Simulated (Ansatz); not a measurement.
# CoO (R3m) in Ansatz: settings compared, part 2 of 2

Ansatz 0.2.0.

## 3. Wannier functions, PBE, collinear spin, random start

The input, run.py:

```python
import json

import ase.io
import numpy as np
import spglib

import ansatz as az

atoms = ase.io.read("CoO.cif")
cell, frac, numbers = spglib.find_primitive((atoms.cell[:], atoms.get_scaled_positions(), atoms.numbers), symprec=1e-5)
atoms = ase.Atoms(numbers, cell=cell, scaled_positions=frac, pbc=True)
atoms.set_initial_magnetic_moments([0.23, 0.0])

calculation = (
    az.Crystal.from_ase(atoms)
    .calculation()
    .kpoints(10, 10, 10)
    .functional("pbe")
    .pseudopotentials(kind="paw")
    .spin("collinear")
    .scf(extra_bands=14)
    .occupations(method="tetrahedron")
    .wannier(mesh=(6, 6, 6), projections=(az.TrialShell(site=1, l="p"), az.TrialShell(site=0, l="d")),
        minimise=True, disentanglement_window=(1.6, 23.1), disentanglement_frozen_window=(3.1, 11.4),
        write_xyz=True)
)
outcome = calculation.run(threads=2, events_out="events.jsonl")

report = outcome.report
for line in open("events.jsonl"):
    event = json.loads(line)
    if event["event"] == "scf_iter":
        d = event["data"]
        print(f"SCF {d['iter']:3d}  HF = {d['harris_foulkes_ev']:.6f} eV  dr2 = {d['dr2_ev']:.2e} eV")
    elif event["event"] in ("relax_step", "md_step"):
        d = event["data"]
        print(f"{event['event']} {d['step']:3d}  E = {d['lagrangian_ev']:.6f} eV")
np.set_printoptions(precision=5, suppress=True, linewidth=110)
print("converged:", report["converged"], "after", report["n_iterations"], "iterations")
print(f"free energy {report['free_energy_ev']:.6f} eV, Fermi level {report['fermi_energy_ev']:.4f} eV")
for key in ("band_edges_ev", "magnetization_mub", "site_moments_mub", "site_moments_nc_mub", "forces_ev_ang",
                "stress_gpa"):
    if report.get(key) is not None:
        print(key, np.array(report[key]), sep="\n")
```

The input, CoO.cif:

```cif
data_CoO
_cell_length_a 3.20443968
_cell_length_b 3.20443968
_cell_length_c 7.69941267
_cell_angle_alpha 90.00000000
_cell_angle_beta 90.00000000
_cell_angle_gamma 120.00000000
_space_group_name_H-M_alt 'R3m'
_space_group_name_Hall 'R 3 -2"'
_space_group_IT_number 160
loop_
_space_group_symop_operation_xyz
'x,y,z'
'-y,x-y,z'
'-x+y,-x,z'
'-y,-x,z'
'-x+y,y,z'
'x,x-y,z'
'x+2/3,y+1/3,z+1/3'
'-y+2/3,x-y+1/3,z+1/3'
'-x+y+2/3,-x+1/3,z+1/3'
'-y+2/3,-x+1/3,z+1/3'
'-x+y+2/3,y+1/3,z+1/3'
'x+2/3,x-y+1/3,z+1/3'
'x+1/3,y+2/3,z+2/3'
'-y+1/3,x-y+2/3,z+2/3'
'-x+y+1/3,-x+2/3,z+2/3'
'-y+1/3,-x+2/3,z+2/3'
'-x+y+1/3,y+2/3,z+2/3'
'x+1/3,x-y+2/3,z+2/3'
loop_
_atom_site_label
_atom_site_type_symbol
_atom_site_symmetry_multiplicity
_atom_site_Wyckoff_symbol
_atom_site_fract_x
_atom_site_fract_y
_atom_site_fract_z
_atom_site_occupancy
Co1 Co 3 a 0.3333333333 0.6666666667 0.6656449867 1
O1 O 3 a 0.3333333333 0.6666666667 0.4176876967 1
```

Potentials or basis: Ansatz PAW.

On the command line:

```
$ python run.py
```

What it wrote:

```text
DeckWarning: basis.ecutwfc = 420 eV, auto-derived from the records' recommended cutoffs: set by Co (normal level)
PlacementWarning: RAYON_NUM_THREADS=2 ignored (pool sized by the plan → 2); use plan(threads=…)
RunWarning: the down spin's functions were not rotated onto the up spin's, since some are different functions. Each model gives its own bands, but a program that pairs their rows, such as TB2J, can get wrong results. More projections can help
SCF   1  HF = -5695.832080 eV  dr2 = 3.36e+01 eV
SCF   2  HF = -5692.455648 eV  dr2 = 1.80e+00 eV
SCF   3  HF = -5692.047791 eV  dr2 = 2.10e-01 eV
SCF   4  HF = -5692.030929 eV  dr2 = 2.77e-02 eV
SCF   5  HF = -5692.048212 eV  dr2 = 7.23e-02 eV
SCF   6  HF = -5692.049064 eV  dr2 = 1.37e-02 eV
SCF   7  HF = -5692.053194 eV  dr2 = 2.45e-03 eV
SCF   8  HF = -5692.060635 eV  dr2 = 4.23e-03 eV
SCF   9  HF = -5692.073560 eV  dr2 = 2.96e-03 eV
SCF  10  HF = -5692.091216 eV  dr2 = 2.04e-02 eV
[... 9 lines left out ...]
SCF  20  HF = -5692.422121 eV  dr2 = 2.75e-04 eV
SCF  21  HF = -5692.423716 eV  dr2 = 1.68e-04 eV
SCF  22  HF = -5692.423480 eV  dr2 = 5.60e-05 eV
SCF  23  HF = -5692.423950 eV  dr2 = 1.26e-05 eV
SCF  24  HF = -5692.423776 eV  dr2 = 4.94e-06 eV
SCF  25  HF = -5692.423711 eV  dr2 = 2.54e-06 eV
SCF  26  HF = -5692.423687 eV  dr2 = 1.25e-07 eV
SCF  27  HF = -5692.423686 eV  dr2 = 5.85e-09 eV
SCF  28  HF = -5692.423686 eV  dr2 = 1.83e-09 eV
SCF  29  HF = -5692.423686 eV  dr2 = 2.32e-11 eV
converged: True after 29 iterations
free energy -5692.423686 eV, Fermi level 11.0956 eV
magnetization_mub
2.8440551530389584
site_moments_mub
[2.25765 0.3206 ]
```

wannier.dn.win:

```text
! ansatz wannier90 interface
! projections by site (counted from 0) and shell: 1 2P, 0 3D
! states of the run's bands (counted from 1): 1-16
num_bands = 16
num_wann  = 8
num_iter  = 2000
dis_win_min = 1.6
dis_win_max = 23.1
dis_froz_min = 3.1
dis_froz_max = 11.4
dis_num_iter = 10000
guiding_centres = true
write_xyz = true

begin unit_cell_cart
Ang
               1.60221984        0.925042055924959       2.5664708899999997
              -1.60221984        0.925042055924959       2.5664708899999997
                      0.0       -1.850084111849918       2.5664708899999997
end unit_cell_cart

begin atoms_frac
Co                0.99897832       0.9989783200000001               0.99897832
O                 0.75102103       0.7510210299999999               0.75102103
end atoms_frac

mp_grid = 6 6 6

begin kpoints
                      0.0                      0.0                      0.0
                      0.0                      0.0      0.16666666666666666
                      0.0                      0.0       0.3333333333333333
                      0.0                      0.0                      0.5
                      0.0                      0.0       0.6666666666666666
                      0.0                      0.0       0.8333333333333334
[... 208 lines left out ...]
       0.8333333333333334       0.8333333333333334       0.6666666666666666
       0.8333333333333334       0.8333333333333334       0.8333333333333334
end kpoints

! the run's levels, as it left them, place the level below, alone or with this mesh's (scf_levels_not_solved_further: tetrahedron_occupations)
fermi_energy = 11.097043453350514

begin projections
f=0.75102103,0.7510210299999999,0.75102103: p
f=0.99897832,0.9989783200000001,0.99897832: d
end projections
```

Wall time 25 s (2 threads of Arm Neoverse V1, shared host); peak memory 0.51 GiB.

Results:

- Free energy: -5692.4237 eV
- Band gap on the k mesh: none (metal or under the smearing width)
- Net moment: 2.84 μB per cell
- Absolute moment: 2.85 μB per cell
- Site moments: Co +2.26; O +0.32 μB

Levels at points of the mesh, in eV from the Fermi level:
Spin up:
| k point | band 10 | band 11 | band 12 | band 13 | band 14 | band 15 | band 16 | band 17 |
| --- | --- | --- | --- | --- | --- | --- | --- | --- |
| (0.00, 0.00, 0.00) | -2.26 | 0.07 | 0.23 | 0.23 | 0.38 | 13.90 | 13.90 | 14.48 |
| (0.00, 0.00, -0.50) | -2.20 | -2.19 | -0.56 | -0.51 | 5.66 | 6.86 | 13.44 | 13.79 |
| (0.00, -0.50, -0.50) | -1.96 | -1.86 | -1.73 | -1.56 | 5.13 | 9.87 | 11.07 | 14.04 |
| (-0.50, -0.50, -0.50) | -2.23 | -2.23 | -0.67 | -0.67 | 5.62 | 7.18 | 13.35 | 13.35 |
Spin down:
| k point | band 8 | band 9 | band 10 | band 11 | band 12 | band 13 |
| --- | --- | --- | --- | --- | --- | --- |
| (0.00, 0.00, 0.00) | -4.95 | -0.51 | -0.51 | 0.61 | 2.65 | 2.65 |
| (0.00, 0.00, -0.50) | -4.77 | -0.29 | -0.27 | 0.32 | 1.80 | 1.83 |
| (0.00, -0.50, -0.50) | -4.49 | -0.78 | -0.13 | 0.03 | 0.97 | 1.04 |
| (-0.50, -0.50, -0.50) | -4.72 | -0.25 | -0.25 | 0.16 | 1.67 | 1.67 |

Caveat: a cell with one magnetic atom can't hold antiferromagnetic order, which such compounds often take; semilocal functionals often make such compounds metallic where correlation or magnetic order opens a gap, which also shifts bond lengths.

## 4. Band structure, PBEsol+D3(BJ)+U, collinear spin, program default start (volume scaled by 1.25)

Edit run.py of step 3 so:

```diff
@@ -11,3 +11,2 @@
 atoms = ase.Atoms(numbers, cell=cell, scaled_positions=frac, pbc=True)
-atoms.set_initial_magnetic_moments([0.23, 0.0])
 
@@ -16,11 +15,18 @@
     .calculation()
-    .kpoints(10, 10, 10)
-    .functional("pbe")
+    .kpoints(9, 9, 9)
+    .functional("pbesol", dispersion="d3bj")
     .pseudopotentials(kind="paw")
+    .hubbard(double_counting="amf")
+    .hubbard("Co", "d", u_eff=4.0)
     .spin("collinear")
-    .scf(extra_bands=14)
-    .occupations(method="tetrahedron")
-    .wannier(mesh=(6, 6, 6), projections=(az.TrialShell(site=1, l="p"), az.TrialShell(site=0, l="d")),
-        minimise=True, disentanglement_window=(1.6, 23.1), disentanglement_frozen_window=(3.1, 11.4),
-        write_xyz=True)
+    .scf(extra_bands=6)
+    .occupations(method="fermi_dirac", width=0.01)
+    .band_structure(path=(((0.0, 0.0, 0.0), (0.5, 0.0, 0.0), (0.5, 0.2532748666, -0.2532748666)),
+        ((0.7467251334, 0.5, 0.2532748666), (0.5, 0.5, 0.5), (0.0, 0.0, 0.0), (0.3766374333, 0.0, -0.3766374333)),
+        ((0.6233625667, 0.3766374333, 0.0), (0.5, 0.5, 0.0), (0.6233625667, 0.6233625667, 0.2532748666), (0.5, 0.5,
+        0.5)), ((0.5, 0.0, 0.0), (0.7467251334, 0.3766374333, 0.3766374333))), intervals=14)
+    .fat_bands()
+    .forces()
+    .stress()
+    .band_table(publish=True)
 )
```

Edit CoO.cif of step 3 so:

```diff
@@ -1,5 +1,5 @@
 data_CoO
-_cell_length_a 3.20443968
-_cell_length_b 3.20443968
-_cell_length_c 7.69941267
+_cell_length_a 3.45187801
+_cell_length_b 3.45187801
+_cell_length_c 8.29394088
 _cell_angle_alpha 90.00000000
```

On the command line:

```
$ python run.py
```

It took 26 s on 2 threads of Arm Neoverse V1, shared host; peak memory 0.76 GiB.

The run converged. Its results:

```
Free energy             : -5653.8318 eV
Pressure                : -19.5 GPa
Largest force           : 0.100 eV/Å
Band gap on the k mesh  : 0.08 eV, indirect (least direct gap 0.09 eV)
Band gap along the path : 0.02 eV, indirect (least direct gap 0.09 eV)
Net moment              : 3.00 μB per cell
Absolute moment         : 3.00 μB per cell
Site moments            : Co +2.52; O +0.17 μB
```

Forces in eV/Å, atoms in the order of the input:
```
Co   0.000  0.000  0.100
O    0.000  0.000 -0.100
```

Stress tensor (GPa, compression positive):
```
-20.33   0.00   0.00
  0.00 -20.33   0.00
  0.00   0.00 -17.96
```

Levels at the corners of the path, in eV from the valence-band top:
Spin up:
| point | band 10 | band 11 | band 12 | band 13 | band 14 | band 15 | band 16 | band 17 |
| --- | --- | --- | --- | --- | --- | --- | --- | --- |
| Γ | -2.15 | -0.20 | -0.07 | -0.07 | 0.02 | 12.27 | 12.27 | 12.75 |
| L | -2.23 | -2.21 | -0.63 | -0.63 | 4.67 | 6.21 | 11.89 | 12.21 |
| B1 | -2.83 | -2.68 | -1.82 | -1.00 | 6.13 | 7.94 | 9.42 | 9.67 |
| B | -2.83 | -2.68 | -1.82 | -1.00 | 6.13 | 7.94 | 9.42 | 9.67 |
| Z | -2.27 | -2.27 | -0.72 | -0.72 | 4.67 | 6.44 | 11.83 | 11.83 |
| Γ | -2.15 | -0.20 | -0.07 | -0.07 | 0.02 | 12.27 | 12.27 | 12.75 |
| X | -2.74 | -2.29 | -1.36 | -1.22 | 5.65 | 7.60 | 8.90 | 12.37 |
| Q | -2.74 | -2.29 | -1.36 | -1.22 | 5.65 | 7.60 | 8.90 | 12.37 |
| F | -2.03 | -1.92 | -1.85 | -1.53 | 4.48 | 8.03 | 10.12 | 12.21 |
| P1 | -2.72 | -2.37 | -1.35 | -1.26 | 5.73 | 7.57 | 8.94 | 12.09 |
| Z | -2.27 | -2.27 | -0.72 | -0.72 | 4.67 | 6.44 | 11.83 | 11.83 |
| L | -2.23 | -2.21 | -0.63 | -0.63 | 4.67 | 6.21 | 11.89 | 12.21 |
| P | -2.72 | -2.37 | -1.35 | -1.26 | 5.73 | 7.57 | 8.94 | 12.09 |
Spin down:
```tsv
point	band 8	band 9	band 10	band 11	band 12	band 13
Γ	-3.00	-2.62	-2.62	0.54	3.34	3.34
L	-3.56	-1.89	-1.79	1.85	2.77	2.79
B1	-3.12	-2.11	-1.48	1.13	2.28	2.31
B	-3.12	-2.11	-1.48	1.13	2.28	2.31
Z	-3.62	-1.74	-1.74	1.72	2.69	2.69
Γ	-3.00	-2.62	-2.62	0.54	3.34	3.34
X	-3.36	-2.01	-1.59	1.22	2.28	2.45
Q	-3.36	-2.01	-1.59	1.22	2.28	2.45
F	-2.99	-2.38	-1.65	1.12	2.34	2.37
P1	-3.40	-1.93	-1.60	1.18	2.28	2.41
Z	-3.62	-1.74	-1.74	1.72	2.69	2.69
L	-3.56	-1.89	-1.79	1.85	2.77	2.79
P	-3.40	-1.93	-1.60	1.18	2.28	2.41
```

Eigenvalues of the final occupation matrices:
```csv
site,spin,trace,eigenvalues
site 1,1,4.98,0.99 0.99 0.99 1.00 1.00
site 1,2,2.28,0.10 0.10 0.10 0.99 0.99
```

Caveat: the magnetic or orbital state may not be the lowest; the k mesh misses the band edges, so the gap on the mesh is wider than the one along the path; the pressure holds a Pulay correction of +0.5 GPa for the finite cutoff; a cell with one magnetic atom can't hold antiferromagnetic order, which such compounds often take.
